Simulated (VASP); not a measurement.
# Si2N (I4/mmm) in VASP: notebook, part 3 of 3

VASP 6.6.1.

**4. Phonons, PBEsol**

Input file POSCAR:

```
Si2N
1.0
   -2.0455600000      2.0455600000      2.3983700000
    2.0455600000     -2.0455600000      2.3983700000
    2.0455600000      2.0455600000     -2.3983700000
Si N
2 1
Direct
    0.7500000000      0.2500000000      0.5000000000
    0.2500000000      0.7500000000      0.5000000000
    0.0000000000      0.0000000000      0.0000000000
```

Input file INCAR.step1:

```
  PREC = Accurate
  ENCUT = 600
  EDIFF = 1E-8
  ISMEAR = 0
  SIGMA = 0.02
  LREAL = F
  LASPH = T
  NELM = 60
  ALGO = Normal
  ISIF = 3
  LWAVE = F
  LCHARG = F
  GGA = PS
  IBRION = 2
  NSW = 40
  EDIFFG = -0.002
```

Input file INCAR.step2:

```
  PREC = Accurate
  ENCUT = 600
  EDIFF = 1E-8
  ISMEAR = 0
  SIGMA = 0.02
  LREAL = F
  LASPH = T
  NELM = 60
  ALGO = Normal
  ISIF = 2
  LWAVE = F
  LCHARG = F
  GGA = PS
  IBRION = 6
  NFREE = 2
  POTIM = 0.015
  NSW = 1
```

Input file KPOINTS:

```
Automatic mesh
0
Gamma
  7 7 7
```

Potentials or basis: VASP PAW PBE potentials, release 64 (Si, N).

Started as:

```sh
$ cat potpaw_PBE.64/Si/POTCAR potpaw_PBE.64/N/POTCAR > POTCAR
$ cp INCAR.step1 INCAR
$ mpirun -np 1 vasp_std > vasp.out
$ cp CONTCAR POSCAR
$ cp INCAR.step2 INCAR
$ mpirun -np 1 vasp_std > vasp.out
```

OUTCAR:

```text
PREC = Accurate
   ENCUT = 600
   EDIFF = 1E-8
   ISMEAR = 0
   LREAL = F
   LASPH = T
   NELM = 60
   ISIF = 2
   GGA = PS
   IBRION = 6
   NFREE = 2
   POTIM = 0.015
   NSW = 1

 ion  position               nearest neighbor table
   1  0.750  0.250  0.500-   3 2.33   3 2.33   3 2.33   3 2.33   2 2.37   2 2.37   2 2.83   2 2.83
                             2 2.83   2 2.83
   2  0.250  0.750  0.500-   3 2.33   3 2.33   3 2.33   3 2.33   1 2.37   1 2.37   1 2.83   1 2.83
                             1 2.83   1 2.83
   3  0.000  0.000  0.000-   1 2.33   2 2.33   1 2.33   2 2.33   1 2.33   2 2.33   1 2.33   2 2.33

  LATTYP: Found a body centered tetragonal cell.
 ALAT       =     4.0059952294
 C/A-ratio  =     1.1828489824

  Lattice vectors:

 A1 = (  -2.0029976147,   2.0029976147,   2.3692436902)
 A2 = (   2.0029976147,  -2.0029976147,   2.3692436902)
 A3 = (   2.0029976147,   2.0029976147,  -2.3692436902)

Analysis of symmetry for initial positions (statically):
=====================================================================
 Subroutine PRICEL returns:
 Original cell was already a primitive cell.

 Routine SETGRP: Setting up the symmetry group for a
 body centered tetragonal supercell.

 Subroutine GETGRP returns: Found 16 space group operations
 (whereof 16 operations were pure point group operations)
 out of a pool of 16 trial point group operations.

The static configuration has the point symmetry D_4h.

Analysis of symmetry for dynamics (positions and initial velocities):
=====================================================================
 Subroutine PRICEL returns:
 Original cell was already a primitive cell.
[... 479 lines left out ...]
      3       4.2125      2.00000
      4       4.2125      2.00000
      5       4.9833      2.00000
      6       6.4726      2.00000
      7       9.0185      0.00043
      8       9.0185      0.00043
      9       9.7386      0.00000
     10      12.5504      0.00000
[... 287 lines left out ...]
 k-point    24 :      -0.4286    0.4286    0.1429
  band No.  band energies     occupation
      1      -6.7786      2.00000
      2      -2.0126      2.00000
      3       1.7238      2.00000
      4       1.8954      2.00000
      5       6.3502      2.00000
      6       6.8299      2.00000
      7       7.7950      2.00000
      8       9.2448      0.00000
      9      12.8038      0.00000
     10      13.1087      0.00000

 [... further k-points ...]

------------------------ aborting loop because EDIFF is reached ----------------------------------------

  FORCE on cell =-STRESS in cart. coord.  units (eV):
  Direction    XX          YY          ZZ          XY          YZ          ZX
  --------------------------------------------------------------------------------------
  -------------------------------------------------------------------------------------
  Total        0.0038394      0.0038394      0.0051041      0.0000000      0.0000000      0.0000000
  in kB        0.1617864      0.1617864      0.2150786      0.0000000      0.0000000      0.0000000
  external PRESSURE =       0.1795505 kB  Pullay stress =       0.0000000 kB
[... 18 lines left out ...]
  FREE ENERGIE OF THE ION-ELECTRON SYSTEM (eV)
  ---------------------------------------------------
  free  energy   TOTEN  =       -16.3068206146 eV

  energy  without entropy=      -16.3057749752  energy(sigma->0) =      -16.30629779

 INTERNAL STRAIN TENSORS FROM DISPLACED ATOMS
 ============================================

 INTERNAL STRAIN TENSOR FOR ION    1 for displacements in x,y,z  (eV/Angst):
          X           Y           Z          XY          YZ          ZX
  --------------------------------------------------------------------------------
  x     0.00000     0.00000     0.00000     0.00000     0.00000    -0.13452
  y     0.00000     0.00000    -0.00000     0.00000     0.13452     0.00000
  z     2.58123    -2.58123     0.00000     0.00000     0.00000     0.00000

 INTERNAL STRAIN TENSOR FOR ION    3 for displacements in x,y,z  (eV/Angst):
          X           Y           Z          XY          YZ          ZX
  --------------------------------------------------------------------------------
  x     0.00000     0.00000     0.00000     0.00000     0.00000     0.00000
  y     0.00000     0.00000     0.00000     0.00000     0.00000     0.00000
  z     0.00000     0.00000     0.00000     0.00000     0.00000     0.00000

 Eigenvectors and eigenvalues of the dynamical matrix
 ----------------------------------------------------

   1 f  =   12.546419 THz    78.831475 2PiTHz  418.503487 cm-1    51.887796 meV
             X         Y         Z           dx          dy          dz
      0.000000  2.002998  1.184622    -0.000000    0.000000    0.707107
      2.002998  0.000000  1.184622    -0.000000    0.000000   -0.707107
      0.000000  0.000000  0.000000    -0.000000    0.000000    0.000000
[... 43 lines left out ...]
   9 f/i=   14.768796 THz    92.795083 2PiTHz  492.634013 cm-1    61.078806 meV
             X         Y         Z           dx          dy          dz
      0.000000  2.002998  1.184622    -0.000000    0.315630    0.000000
      2.002998  0.000000  1.184622    -0.000000    0.315630    0.000000
      0.000000  0.000000  0.000000     0.000000   -0.894850   -0.000000

 ELASTIC MODULI CONTR FROM IONIC RELAXATION (kBar)
 Direction    XX          YY          ZZ          XY          YZ          ZX
 --------------------------------------------------------------------------------
 XX         -31.0422     31.0422     -0.0000      0.0000      0.0000     -0.0000
 YY          31.0422    -31.0422      0.0000      0.0000     -0.0000      0.0000
 ZZ          -0.0000      0.0000     -0.0000      0.0000      0.0000     -0.0000
 XY           0.0000      0.0000      0.0000      0.0000      0.0000      0.0000
 YZ           0.0000     -0.0000      0.0000      0.0000     -0.0000      0.0000
 ZX          -0.0000      0.0000     -0.0000      0.0000      0.0000     -0.0000
 --------------------------------------------------------------------------------
```

OSZICAR.step1:

```text
N       E                     dE             d eps       ncg     rms          rms(c)
DAV:   1     0.283324704909E+02    0.28332E+02   -0.60226E+03   800   0.122E+03
DAV:   2    -0.146649184008E+02   -0.42997E+02   -0.41419E+02  1190   0.169E+02
DAV:   3    -0.170531276524E+02   -0.23882E+01   -0.23014E+01   994   0.397E+01
DAV:   4    -0.171000162693E+02   -0.46889E-01   -0.46551E-01  1052   0.525E+00
[... 77 lines left out ...]
DAV:   1    -0.163075173054E+02   -0.58485E-05   -0.67410E-05   820   0.708E-02    0.179E-02
DAV:   2    -0.163075170413E+02    0.26413E-06   -0.61625E-05   996   0.572E-02    0.148E-02
DAV:   3    -0.163075124696E+02    0.45717E-05   -0.16924E-05  1064   0.305E-02    0.199E-03
DAV:   4    -0.163075124501E+02    0.19492E-07   -0.90913E-07   850   0.813E-03    0.116E-03
DAV:   5    -0.163075124575E+02   -0.73408E-08   -0.50818E-08   826   0.216E-03
   8 F= -.16307512E+02 E0= -.16306990E+02  d E =-.184999E-04
```

It took 2.2 min on 1 thread of Intel Xeon 6975P-C (Granite Rapids), shared host; peak memory 0.21 GiB.

What came out:

```yaml
Relaxed_volume: 12.67 Å³/atom
Relaxed_cell: a = 3.693 Å, b = 3.693 Å, c = 3.693 Å, α = 114.31°, β = 114.31°, γ = 100.18°
Space_group_after_relaxing_to_0.05_Å: I4/mmm (No. 139)
Highest_phonon_frequency_at_Γ_LO-TO_splitting_left_out: 419 cm⁻¹
Most_unstable_mode: 493i cm⁻¹
```

Step by step:
```csv
step,energy change (eV),largest force (eV/Å),pressure (GPa),volume (Å³)
1,0.0000,0.0000,-4.35,40.14
2,-0.0290,0.0000,0.15,38.07
3,-0.0290,0.0000,-0.03,38.15
4,-0.0309,0.0000,0.10,38.02
5,-0.0311,0.0000,0.12,37.99
6,-0.0311,0.0000,0.12,37.97
7,-0.0311,0.0000,-0.03,38.03
8,-0.0311,0.0000,0.00,38.02
```

Final structure:
```cif
data_structure
_symmetry_space_group_name_H-M 'P 1'
_symmetry_Int_Tables_number 1
_cell_length_a 3.6929
_cell_length_b 3.6929
_cell_length_c 3.6929
_cell_angle_alpha 114.306
_cell_angle_beta 114.306
_cell_angle_gamma 100.182
_cell_volume 38.02
loop_
_atom_site_label
_atom_site_type_symbol
_atom_site_fract_x
_atom_site_fract_y
_atom_site_fract_z
_atom_site_occupancy
Si1 Si 0.75000 0.25000 0.50000 1
Si2 Si 0.25000 0.75000 0.50000 1
N1 N 0.00000 0.00000 0.00000 1
```

Phonon frequencies in cm⁻¹ (negative: imaginary):
| q point | frequencies |
| --- | --- |
| (0.000, 0.000, 0.000) | -493 -493 -486 -234 -234 0 0 0 419 |

Caveat: some modes are imaginary; the PAW data sets were made with another functional, which shifts forces and pressure a little.

**5. Elastic constants, PBEsol**

POSCAR is that of step 4.

Input file INCAR.step1:

```
  PREC = Accurate
  ENCUT = 600
  EDIFF = 1E-8
  ISMEAR = 0
  SIGMA = 0.02
  LREAL = False
  LASPH = True
  NELM = 60
  ALGO = Normal
  ISIF = 3
  LWAVE = False
  LCHARG = False
  GGA = PS
  IBRION = 2
  NSW = 40
  EDIFFG = -0.002
```

Input file INCAR.step2:

```
  PREC = Accurate
  ENCUT = 600
  EDIFF = 1E-8
  ISMEAR = 0
  SIGMA = 0.02
  LREAL = False
  LASPH = True
  NELM = 60
  ALGO = Normal
  ISIF = 3
  LWAVE = False
  LCHARG = False
  GGA = PS
  IBRION = 6
  NFREE = 2
  POTIM = 0.015
  NSW = 1
```

KPOINTS is that of step 4.

Started as:

```sh
$ cat potpaw_PBE.64/Si/POTCAR potpaw_PBE.64/N/POTCAR > POTCAR
$ cp INCAR.step1 INCAR
$ mpirun -np 1 vasp_std > vasp.out
$ cp CONTCAR POSCAR
$ cp INCAR.step2 INCAR
$ mpirun -np 1 vasp_std > vasp.out
```

Run time: 4.6 min. Hardware: 1 thread of Intel Xeon 6975P-C (Granite Rapids), shared host; peak memory 0.24 GiB.

It converged, with:

* Relaxed volume: 12.67 Å³/atom
* Relaxed cell: a = 3.693 Å, b = 3.693 Å, c = 3.693 Å, α = 114.31°, β = 114.31°, γ = 100.18°
* Space group after relaxing (to 0.05 Å): I4/mmm (No. 139)
* Voigt bulk modulus: 87 GPa
* Highest phonon frequency at Γ, LO-TO splitting left out: 419 cm⁻¹
* Most unstable mode: 493i cm⁻¹

Step by step:
| step | energy change (eV) | largest force (eV/Å) | pressure (GPa) | volume (Å³) |
| --- | --- | --- | --- | --- |
| 1 | 0.0000 | 0.0000 | -4.35 | 40.14 |
| 2 | -0.0290 | 0.0000 | 0.15 | 38.07 |
| 3 | -0.0290 | 0.0000 | -0.03 | 38.15 |
| 4 | -0.0309 | 0.0000 | 0.10 | 38.02 |
| 5 | -0.0311 | 0.0000 | 0.12 | 37.99 |
| 6 | -0.0311 | 0.0000 | 0.12 | 37.97 |
| 7 | -0.0311 | 0.0000 | -0.03 | 38.03 |
| 8 | -0.0311 | 0.0000 | 0.00 | 38.02 |

Final structure:
```
CELL_PARAMETERS angstrom
-2.00300 2.00300 2.36924
2.00300 -2.00300 2.36924
2.00300 2.00300 -2.36924
ATOMIC_POSITIONS crystal
Si 0.75000 0.25000 0.50000
Si 0.25000 0.75000 0.50000
N 0.00000 0.00000 0.00000
```

Phonon frequencies in cm⁻¹ (negative: imaginary):
| q point | frequencies |
| --- | --- |
| (0.000, 0.000, 0.000) | -493 -493 -486 -234 -234 0 0 0 419 |

Elastic tensor in Voigt notation (GPa, in the Cartesian axes of the cell as first typed):
```
 -29  208   50    0    0    0
 208  -29   50    0    0    0
  50   50  228    0    0    0
   0    0    0  -69    0    0
   0    0    0    0  -69    0
   0    0    0    0    0 -119
```

Clamped-ion elastic tensor (GPa):
```
 -26  205   50    0    0    0
 205  -26   50    0    0    0
  50   50  228    0    0    0
   0    0    0  -69    0    0
   0    0    0    0  -69    0
   0    0    0    0    0 -119
```

Caveat: some modes are imaginary; the elastic tensor has a negative eigenvalue, so either the cell is unstable as it stands or the mesh is too thin; the PAW data sets were made with another functional, which shifts forces and pressure a little.

**6. For comparison**

An earlier run on the cell as given: functional PBE; potentials or basis VASP PAW PBE potentials, release 64 (Si, N); cutoff 520 eV; k mesh 9 × 9 × 9; occupations fermi-dirac, width 0.05 eV; no spin polarisation.

- Pressure: 0.2 GPa
- Band gap on the k mesh: none (metal or under the smearing width)

**7. The runs side by side**

```tsv
task	level	cell	k mesh	cutoff (eV)	smearing	ions in elastic constants	gap on the mesh (eV)	pressure (GPa)
electric field gradients	PBEsol	as given	9 × 9 × 9	520	gaussian 0.02 eV	-	none	-3.0
core levels	PBEsol	as given	9 × 9 × 9	520	gaussian 0.02 eV	-	none	-3.0
phonons	PBEsol	relaxed	7 × 7 × 7	600	gaussian 0.02 eV	-	-	-
elastic constants	PBEsol	relaxed	7 × 7 × 7	600	gaussian 0.02 eV	relaxed	-	-
single point	PBE	as given	9 × 9 × 9	520	fermi-dirac 0.05 eV	-	none	0.2
```

Alike in all rows: potentials or basis VASP PAW PBE potentials, release 64 (Si, N); no spin polarisation.

Every run on the cell as given and a fine mesh finds a metal. The pressure there spans -3.0 GPa (PBEsol) to 0.2 GPa (PBE); a positive pressure means that this level wants a larger cell, a negative one a smaller.

Caveats: the PAW data sets were made with another functional, which shifts forces and pressure a little (some runs); some modes are imaginary (some runs); the elastic tensor has a negative eigenvalue, so either the cell is unstable as it stands or the mesh is too thin (some runs).

Absolute energies hang on the potentials; compare differences alone.
